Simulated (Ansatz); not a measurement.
GaAs (zincblende), relaxed with r2SCAN in Ansatz 0.2.0: space group F-43m (No. 216), cubic; a = 5.666 Å in the conventional setting, 22.74 Å³ an atom. Ga has 4 As at 2.45 Å; As has 4 Ga at 2.45 Å. It was then strained (isotropic on every length). Unstrained, HSE06 gives 1.364 eV (Γ, 6×6×6 mesh), and the band edges keep their places in every row. Stress is positive in compression. The values are computed, spin-unpolarised, and not measurements.

```tsv
strain (%)	ln(V/V₀)	ΔE_g, HSE06 (eV)	Δpressure, r2SCAN (GPa)
-2.0	-0.0606	+0.521	+5.05
-1.0	-0.0302	+0.258	+2.34
+1.0	+0.0299	-0.252	-2.02
+1.5	+0.0447	-0.375	-2.92
+2.0	+0.0594	-0.497	-3.76
+4.0	+0.1177	-0.969	-6.47
```

Question: Fit ΔE_g = a x + b x² to these rows by least squares, with x = ln(V/V₀).

Answer: The normal equations take Σx² = 2.486e-02, Σx³ = 1.706e-03, Σx⁴ = 2.235e-04, ΣxΔE = -2.072e-01 and Σx²ΔE = -1.400e-02, and give a = -8.48 eV, b = +2.1 eV; the largest residual is 0.001 eV. a is the volume deformation potential of this gap.

Question: Fit the change of pressure in the same way.

Answer: Δpressure = -73.2 x + (157) x² GPa. So B₀ = 73.2 GPa and B′ ≈ 2 × 157/73.2 = 4.3; two terms over so wide a range bias B₀ by a few per cent and B′ by more; the gap's pressure coefficient at zero is −a/B₀ = +116 meV/GPa, with HSE06's a and r2SCAN's B₀.

Question: Predict the withheld row at +3.0 % (x = +0.0887).

Answer: ΔE_g ≈ -8.48 × (+0.0887) + (2.1) × (+0.0887)² = -0.736 eV, and Δpressure ≈ -5.26 GPa. The runs give -0.736 eV and -5.24 GPa, off by 0.000 eV and +0.02 GPa.

The runs are scalar-relativistic, without spin-orbit coupling.

The meshes of the hybrids are coarse, so their gaps aren't converged to the digits shown.
